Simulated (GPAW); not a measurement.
# Ho (Fm-3m) in GPAW: convergence with k mesh

Aim: find how far k mesh must go before the results for Ho settle, at LDA. This setting moves, with any that are tied to it; all else stays.

Program: GPAW 26.7.0. These are calculated values, not measurements. Logs are shortened: lines on timing, memory, paths and dates and some standing lists are left out, and cuts for length are marked. The log counts tension as positive stress, the text compression.

## Step 1: The crystal as given

It takes space group Fm-3m (No. 225, cubic). Conventional cell: a = 4.988 Å, b = 4.988 Å, c = 4.988 Å, α = 90.00°, β = 90.00°, γ = 90.00°. Ho (site symmetry m-3m) has 12 Ho at 3.53 Å as nearest neighbours.

This isn't the form of Ho at room conditions, which is hcp.

## Step 2: With k mesh 2 × 2 × 2

The input, run.py:

```python
from ase.dft.bandgap import bandgap
from ase.io import read, write
from ase.units import GPa
from gpaw import GPAW, PW

atoms = read('Ho.xyz')
atoms.set_initial_magnetic_moments([4.0])

calc = GPAW(mode=PW(800),
            xc='LDA',
            kpts={'size': (2, 2, 2), 'gamma': True},
            occupations={'name': 'fermi-dirac', 'width': 0.05},
            nbands=23,
            convergence={'density': 1e-05, 'energy': 1e-05},
            maxiter=100,
            txt='gpaw.txt')
atoms.calc = calc
energy = atoms.get_potential_energy()
forces = atoms.get_forces()
stress = atoms.get_stress()
calc.write('gs.gpw')
write('result.traj', atoms)
print(f'Energy: {energy:.6f} eV')
print('Forces (eV/A):')
print(forces.round(4))
print('Stress (GPa):', (stress / GPa).round(3))
print('Moments:', calc.get_magnetic_moments().round(3))
print('Fermi level:', round(calc.get_fermi_level(), 4), 'eV')
print(f'Gap: {bandgap(calc)[0]:.4f} eV, direct: {bandgap(calc, direct=True)[0]:.4f} eV')
```

The input, Ho.xyz:

```xyz
1
Lattice="0.0000000000 2.4942453452 2.4942453452 2.4942453452 0.0000000000 2.4942453452 2.4942453452 2.4942453452 0.0000000000" Properties=species:S:1:pos:R:3 pbc="T T T"
Ho     0.0000000000      0.0000000000      0.0000000000
```

Potentials or basis: the program's PAW data sets (release 1.2.1) made for this functional, pw.

On the command line:

```console
OMP_NUM_THREADS=1 python run.py
```

Run time: 15 s. Hardware: 1 thread of Arm Neoverse V1, shared host; peak memory 0.18 GiB.

What came out:

```yaml
Free_energy: -5.3285 eV
Pressure: -18.9 GPa
Band_gap_on_the_k_mesh: none (metal or under the smearing width)
Net_moment: 3.75 μB per cell
Site_moments: Ho +3.62 μB
```

## Step 3: With k mesh 3 × 3 × 3

run.py: that of step 2 with these lines changed.

```diff
@@ -10,3 +10,3 @@
             xc='LDA',
-            kpts={'size': (2, 2, 2), 'gamma': True},
+            kpts={'size': (3, 3, 3), 'gamma': True},
             occupations={'name': 'fermi-dirac', 'width': 0.05},
```

Ho.xyz is that of step 2.

Potentials or basis: the program's PAW data sets (release 1.2.1) made for this functional, pw.

On the command line:

```console
OMP_NUM_THREADS=1 python run.py
```

Wall time 16 s (1 thread of Arm Neoverse V1, shared host); peak memory 0.18 GiB.

Results:

```yaml
Free_energy: -4.1026 eV
Pressure: -4.2 GPa
Band_gap_on_the_k_mesh: none (metal or under the smearing width)
Net_moment: 4.32 μB per cell
Site_moments: Ho +3.69 μB
```

## Step 4: With k mesh 4 × 4 × 4

run.py: that of step 3 with these lines changed.

```diff
@@ -10,3 +10,3 @@
             xc='LDA',
-            kpts={'size': (3, 3, 3), 'gamma': True},
+            kpts={'size': (4, 4, 4), 'gamma': True},
             occupations={'name': 'fermi-dirac', 'width': 0.05},
```

Ho.xyz is that of step 3.

On the command line:

```console
OMP_NUM_THREADS=1 python run.py
```

Wall time 31 s (1 thread of Arm Neoverse V1, shared host); peak memory 0.18 GiB.

Results:

```
Free energy            : -4.2328 eV
Pressure               : -2.2 GPa
Band gap on the k mesh : none (metal or under the smearing width)
Net moment             : 3.18 μB per cell
Site moments           : Ho +3.36 μB
```

## Step 5: With k mesh 5 × 5 × 5

run.py: that of step 4 with these lines changed.

```diff
@@ -10,3 +10,3 @@
             xc='LDA',
-            kpts={'size': (4, 4, 4), 'gamma': True},
+            kpts={'size': (5, 5, 5), 'gamma': True},
             occupations={'name': 'fermi-dirac', 'width': 0.05},
```

Ho.xyz is that of step 4.

On the command line:

```console
OMP_NUM_THREADS=1 python run.py
```

Run time: 33 s. Hardware: 1 thread of Arm Neoverse V1, shared host; peak memory 0.19 GiB.

Results (log left out):

```
Free energy            : -4.2394 eV
Pressure               : -3.0 GPa
Band gap on the k mesh : none (metal or under the smearing width)
Net moment             : 3.29 μB per cell
Site moments           : Ho +3.40 μB
```

## Step 6: With k mesh 6 × 6 × 6

run.py: that of step 5 with these lines changed.

```diff
@@ -10,3 +10,3 @@
             xc='LDA',
-            kpts={'size': (5, 5, 5), 'gamma': True},
+            kpts={'size': (6, 6, 6), 'gamma': True},
             occupations={'name': 'fermi-dirac', 'width': 0.05},
```

Ho.xyz is that of step 5.

Potentials or basis: the program's PAW data sets (release 1.2.1) made for this functional, pw.

On the command line:

```console
OMP_NUM_THREADS=1 python run.py
```

Wall time 41 s (1 thread of Arm Neoverse V1, shared host); peak memory 0.19 GiB.

It converged, with:

```
Free energy            : -4.2076 eV
Pressure               : -2.8 GPa
Band gap on the k mesh : none (metal or under the smearing width)
Net moment             : 3.64 μB per cell
Site moments           : Ho +3.51 μB
```

## Step 7: With k mesh 7 × 7 × 7

run.py: that of step 6 with these lines changed.

```diff
@@ -10,3 +10,3 @@
             xc='LDA',
-            kpts={'size': (6, 6, 6), 'gamma': True},
+            kpts={'size': (7, 7, 7), 'gamma': True},
             occupations={'name': 'fermi-dirac', 'width': 0.05},
```

Ho.xyz is that of step 6.

On the command line:

```console
OMP_NUM_THREADS=1 python run.py
```

It took 54 s on 1 thread of Arm Neoverse V1, shared host; peak memory 0.2 GiB.

It converged, with:

| Property | Result |
| --- | --- |
| Free energy | -4.2217 eV |
| Pressure | -2.8 GPa |
| Band gap on the k mesh | none (metal or under the smearing width) |
| Net moment | 3.37 μB per cell |
| Site moments | Ho +3.43 μB |

## Step 8: With k mesh 8 × 8 × 8

run.py: that of step 7 with these lines changed.

```diff
@@ -10,3 +10,3 @@
             xc='LDA',
-            kpts={'size': (7, 7, 7), 'gamma': True},
+            kpts={'size': (8, 8, 8), 'gamma': True},
             occupations={'name': 'fermi-dirac', 'width': 0.05},
```

Ho.xyz is that of step 7.

On the command line:

```console
OMP_NUM_THREADS=1 python run.py
```

Wall time 80 s (1 thread of Arm Neoverse V1, shared host); peak memory 0.21 GiB.

Results (log left out):

```yaml
Free_energy: -4.2205 eV
Pressure: -2.8 GPa
Band_gap_on_the_k_mesh: none (metal or under the smearing width)
Net_moment: 3.27 μB per cell
Site_moments: Ho +3.40 μB
```

## Step 9: With k mesh 10 × 10 × 10

run.py: that of step 8 with these lines changed.

```diff
@@ -10,3 +10,3 @@
             xc='LDA',
-            kpts={'size': (8, 8, 8), 'gamma': True},
+            kpts={'size': (10, 10, 10), 'gamma': True},
             occupations={'name': 'fermi-dirac', 'width': 0.05},
```

Ho.xyz is that of step 8.

Potentials or basis: the program's PAW data sets (release 1.2.1) made for this functional, pw.

On the command line:

```console
OMP_NUM_THREADS=1 python run.py
```

Run time: 2 min. Hardware: 1 thread of Arm Neoverse V1, shared host; peak memory 0.24 GiB.

The run converged. Its results:

```yaml
Free_energy: -4.2214 eV
Pressure: -2.9 GPa
Band_gap_on_the_k_mesh: none (metal or under the smearing width)
Net_moment: 3.38 μB per cell
Site_moments: Ho +3.43 μB
```

## Step 10: With k mesh 12 × 12 × 12

run.py: that of step 9 with these lines changed.

```diff
@@ -10,3 +10,3 @@
             xc='LDA',
-            kpts={'size': (10, 10, 10), 'gamma': True},
+            kpts={'size': (12, 12, 12), 'gamma': True},
             occupations={'name': 'fermi-dirac', 'width': 0.05},
```

Ho.xyz is that of step 9.

Potentials or basis: the program's PAW data sets (release 1.2.1) made for this functional, pw.

On the command line:

```console
OMP_NUM_THREADS=1 python run.py
```

gpaw.txt:

```text
__  _  _
 | _ |_)|_||  |
 |__||  | ||/\| - 26.7.0

Input parameters:
  mode=PW(ecut=800.0),
  convergence={'density': 1e-05, 'energy': 1e-05},
  kpts=MonkhorstPack(size=(12, 12, 12), gamma=True),
  maxiter=100,
  nbands=23,
  occupations=Occupations(name='fermi-dirac', width=0.05),
  xc=XC(name='LDA')

Diagonalizing LCAO Hamiltonian
Converting LCAO to pw mode

       Ho

Atoms  # Å, Bohr magnetons
|   | symbol |        x |        y |        z |    initial magnetic moments |
|---|--------|----------|----------|----------|-----------------------------|
| 0 |     Ho | 0.000000 | 0.000000 | 0.000000 | ( 0.0000,  0.0000,  4.0000) |

Unit cell  # Å
| periodic |        x |        y |        z |  lengths |    angles |
|----------|----------|----------|----------|----------|-----------|
|      yes | 0.000000 | 2.494245 | 2.494245 | 3.527396 | 60.000000 |
|      yes | 2.494245 | 0.000000 | 2.494245 | 3.527396 | 60.000000 |
|      yes | 2.494245 | 2.494245 | 0.000000 | 3.527396 | 60.000000 |

Number of symmetries: 48
Symmetry operations  # r_c * U_cc + t_c -> r_c
|    | kind |            matrix            |
|----|------|------------------------------|
|  0 |  σ   |  1, 0, 0,  1, 0,-1,  1,-1, 0 |
|  1 |  C2  |  1, 0, 0,  1,-1, 0,  1, 0,-1 |
|  2 |  E   |  1, 0, 0,  0, 1, 0,  0, 0, 1 |
|  3 |  σ   |  1, 0, 0,  0, 0, 1,  0, 1, 0 |
|  4 |  C4  |  1, 0,-1,  1, 0, 0,  1,-1, 0 |
|  5 |  S6  |  1, 0,-1,  1,-1, 0,  1, 0, 0 |
|  6 |  σ   |  1, 0,-1,  0, 1,-1,  0, 0,-1 |
|  7 |  C3  |  1, 0,-1,  0, 0,-1,  0, 1,-1 |
|  8 |  S6  |  1,-1, 0,  1, 0, 0,  1, 0,-1 |
|  9 |  C4  |  1,-1, 0,  1, 0,-1,  1, 0, 0 |
| 10 |  C3  |  1,-1, 0,  0,-1, 1,  0,-1, 0 |
| 11 |  σ   |  1,-1, 0,  0,-1, 0,  0,-1, 1 |
| 12 |  σ   |  0, 1, 0,  1, 0, 0,  0, 0, 1 |
| 13 |  C4  |  0, 1, 0,  0, 1,-1, -1, 1, 0 |
| 14 |  C3  |  0, 1, 0,  0, 0, 1,  1, 0, 0 |
| 15 |  S6  |  0, 1, 0, -1, 1, 0,  0, 1,-1 |
| 16 |  C2  |  0, 1,-1,  1, 0,-1,  0, 0,-1 |
| 17 |  σ   |  0, 1,-1,  0, 1, 0, -1, 1, 0 |
| 18 |  S4  |  0, 1,-1,  0, 0,-1,  1, 0,-1 |
| 19 |  C4  |  0, 1,-1, -1, 1, 0,  0, 1, 0 |
| 20 |  C3  |  0, 0, 1,  1, 0, 0,  0, 1, 0 |
| 21 |  σ   |  0, 0, 1,  0, 1, 0,  1, 0, 0 |
| 22 |  S6  |  0, 0, 1,  0,-1, 1, -1, 0, 1 |
| 23 |  C4  |  0, 0, 1, -1, 0, 1,  0,-1, 1 |
| 24 |  S4  |  0, 0,-1,  1, 0,-1,  0, 1,-1 |
| 25 |  C3  |  0, 0,-1,  0, 1,-1,  1, 0,-1 |
| 26 |  C2  |  0, 0,-1,  0,-1, 0, -1, 0, 0 |
| 27 |  S6  |  0, 0,-1, -1, 0, 0,  0,-1, 0 |
| 28 |  S4  |  0,-1, 1,  1,-1, 0,  0,-1, 0 |
| 29 |  C4  |  0,-1, 1,  0, 0, 1, -1, 0, 1 |
| 30 |  C2  |  0,-1, 1,  0,-1, 0,  1,-1, 0 |
| 31 |  σ   |  0,-1, 1, -1, 0, 1,  0, 0, 1 |
| 32 |  C3  |  0,-1, 0,  1,-1, 0,  0,-1, 1 |
| 33 |  S6  |  0,-1, 0,  0, 0,-1, -1, 0, 0 |
| 34 |  S4  |  0,-1, 0,  0,-1, 1,  1,-1, 0 |
| 35 |  C2  |  0,-1, 0, -1, 0, 0,  0, 0,-1 |
| 36 |  C2  | -1, 1, 0,  0, 1, 0,  0, 1,-1 |
| 37 |  S6  | -1, 1, 0,  0, 1,-1,  0, 1, 0 |
| 38 |  S4  | -1, 1, 0, -1, 0, 1, -1, 0, 0 |
| 39 |  C3  | -1, 1, 0, -1, 0, 0, -1, 0, 1 |
| 40 |  S6  | -1, 0, 1,  0, 0, 1,  0,-1, 1 |
| 41 |  C2  | -1, 0, 1,  0,-1, 1,  0, 0, 1 |
| 42 |  C3  | -1, 0, 1, -1, 1, 0, -1, 0, 0 |
| 43 |  S4  | -1, 0, 1, -1, 0, 0, -1, 1, 0 |
| 44 |  C2  | -1, 0, 0,  0, 0,-1,  0,-1, 0 |
| 45 |  i   | -1, 0, 0,  0,-1, 0,  0, 0,-1 |
| 46 |  σ   | -1, 0, 0, -1, 1, 0, -1, 0, 1 |
[... 85 lines left out ...]
  Pratt-step length: 0.05
  Maximum mixing coefficient: 0.75
  Old densities: 10
  SVD Regularization: 0.005
  Good broyden scale: 1.0
  Trust region scale: 1.0
  Backstep threshold: 4.0
  History deletion threshold: 6.0
  Fourier metric: weight=20.0, sigma=0.015

occupation numbers:
  Fermi-Dirac:
    width: 0.0500  # eV

poisson solver:
  ecut: 6400.0  # eV

xc functional:
  name: None

convergence criteria:
- Maximum integral of absolute [dens]ity change: 1e-05 electrons / valence electron
- Maximum [total energy] change in last 3 cyles: 1e-05 eV / valence electron
- Maximum integral of absolute [eigenst]ate change: 4e-08 eV^2 / valence electron
maximum number of iterations: 100

SCF iterations
|iter     | |      energy | eigst |  dens |  magmom |
|---------|-|-------------|-------|-------|---------|
|iter:   1| |  -11.441856 | -0.15 |       |  +3.8478|
|iter:   2| |   -5.132906 | -1.18 | -0.44 |  +3.7133|
|iter:   3| |   -4.835746 | -1.22 | -0.76 |  +3.5876|
|iter:   4| |   -4.122946 | -1.96 | -0.72 |  +3.6452|
|iter:   5| |   -4.254953 | -2.75 | -1.50 |  +3.6008|
|iter:   6| |   -4.128377 | -2.47 | -1.06 |  +3.5732|
|iter:   7| |   -4.133356 | -4.37 | -2.04 |  +3.5320|
|iter:   8| |   -4.135601 | -4.51 | -2.13 |  +3.4825|
|iter:   9| |   -4.135966 | -5.27 | -2.19 |  +3.4405|
|iter:  10| |   -4.135925 | -5.42 | -2.44 |  +3.4174|
|iter:  11| |   -4.136121c| -5.70 | -3.07 |  +3.3933|
|iter:  12| |   -4.136140 | -7.20 | -3.07 |  +3.3891|
|iter:  13| |   -4.136214c| -7.06 | -3.30 |  +3.3872|
|iter:  14| |   -4.136192c| -8.18c| -4.11 |  +3.3864|
|iter:  15| |   -4.136204c| -9.05c| -4.54 |  +3.3865|
|iter:  16| |   -4.136204c| -8.32c| -5.11c|  +3.3864|

Converged in 16 steps
Energy contributions relative to reference atoms: (reference = -343087.135674)

Energy contributions:
  Kinetic:         -51.921021
  Coulomb:          48.052026
  Zero:              0.942816
  External:          0.000000
  Xc:               -1.125710
  Entropy:          -0.168632
  Spinorbit:         0.000000
  ----------------------------
  Free energy:      -4.220520
  Extrapolated:     -4.136204

dipole moment: (-25.325179, -25.325179, -25.325179)  # |e|*Ang

Total magnetic moment: (0.000000, 0.000000, 3.386419)

Local magnetic moments
|        x |        y |        z |
|----------|----------|----------|
| 0.000000 | 0.000000 | 3.433541 |  # Ho   0

Fermi level: 8.032
Eigenvalues  # (at kpt = [-0.000, -0.000, -0.000])
| band index |      eig [eV] | occ [0-1] |      eig [eV] | occ [0-1] |
|------------|---------------|-----------|---------------|-----------|
|          0 |       -39.869 |     1.000 |       -38.452 |     1.000 |
|        ... |               |           |               |           |
|          3 |       -14.506 |     1.000 |       -13.465 |     1.000 |
|          4 |         2.942 |     1.000 |         3.013 |     1.000 |
|          5 |         5.431 |     1.000 |         7.842 |     0.978 |
|          6 |         5.441 |     1.000 |         7.974 |     0.761 |
|          7 |         5.441 |     1.000 |         7.974 |     0.761 |
|          8 |         5.441 |     1.000 |         7.974 |     0.761 |
|          9 |         5.592 |     1.000 |         8.162 |     0.070 |
|         10 |         5.592 |     1.000 |         8.162 |     0.070 |
|         11 |         5.592 |     1.000 |         8.162 |     0.070 |
|         12 |        10.464 |     0.000 |        10.716 |     0.000 |
|         13 |        10.464 |     0.000 |        10.716 |     0.000 |
|         14 |        10.464 |     0.000 |        10.716 |     0.000 |
|         15 |        12.869 |     0.000 |        13.248 |     0.000 |
|         16 |        12.869 |     0.000 |        13.248 |     0.000 |
|         17 |        18.157 |     0.000 |        18.267 |     0.000 |
|        ... |               |           |               |           |
|         22 |        32.338 |     0.000 |        32.644 |     0.000 |

No gap
No difference between direct/indirect transitions

Forces  # eV/Ang
|       x |       y |        z |
|---------|---------|----------|
| 0.00000 | 0.00000 | -0.00000 |  # Ho   0

Stress tensor  # eV/Ang^3
|         x |         y |         z |
|-----------|-----------|-----------|
|  0.017582 |  0.000000 | -0.000000 |
|  0.000000 |  0.017582 | -0.000000 |
| -0.000000 | -0.000000 |  0.017582 |

# Writing to gs.gpw (mode='')
```

stdout:

```text
Energy: -4.136204 eV
Forces (eV/A):
[[ 0.  0. -0.]]
Stress (GPa): [ 2.817  2.817  2.817 -0.    -0.     0.   ]
Moments: [3.434]
Fermi level: 8.0322 eV
Gap: 0.0000 eV, direct: 0.0000 eV
```

It took 2.9 min on 1 thread of Arm Neoverse V1, shared host; peak memory 0.27 GiB.

Results:

* Free energy: -4.2205 eV
* Pressure: -2.8 GPa
* Band gap on the k mesh: none (metal or under the smearing width)
* Net moment: 3.39 μB per cell
* Site moments: Ho +3.43 μB

## Step 11: Summary

```
      k mesh  energy less the tightest run, at zero smearing (meV/atom)  pressure (GPa)  largest site moment (μB)  SCF cycles  CPU time (s)  peak memory (GiB)
   2 × 2 × 2                                                   -1097.86          -18.94                      3.62          20            15               0.18
   3 × 3 × 3                                                     120.06           -4.23                      3.69          17            16               0.18
   4 × 4 × 4                                                     -14.42           -2.20                      3.36          21            31               0.18
   5 × 5 × 5                                                     -21.76           -3.04                      3.40          18            33               0.19
   6 × 6 × 6                                                      14.97           -2.81                      3.51          16            41               0.19
   7 × 7 × 7                                                      -0.48           -2.84                      3.43          17            54                0.2
   8 × 8 × 8                                                      -1.40           -2.76                      3.40          18            80               0.21
10 × 10 × 10                                                      -0.57           -2.88                      3.43          18           120               0.24
12 × 12 × 12                                                       0.00           -2.82                      3.43          16           170               0.27
```

Against the tightest run, the energy stays within 1 meV/atom from 10 × 10 × 10 on; the pressure stays within 0.1 GPa from 6 × 6 × 6 on; the largest site moment stays within 0.02 μB from 10 × 10 × 10 on. Meshes of other sizes hit other points, so gaps and Fermi surfaces needn't settle smoothly. The tightest run that finished is the yardstick and may itself not be fully converged.

Caveats: one-centre terms of the f shell are cut off; the magnetic or orbital state may not be the lowest; spin-orbit coupling is left out, which moves the levels of the heavy elements.
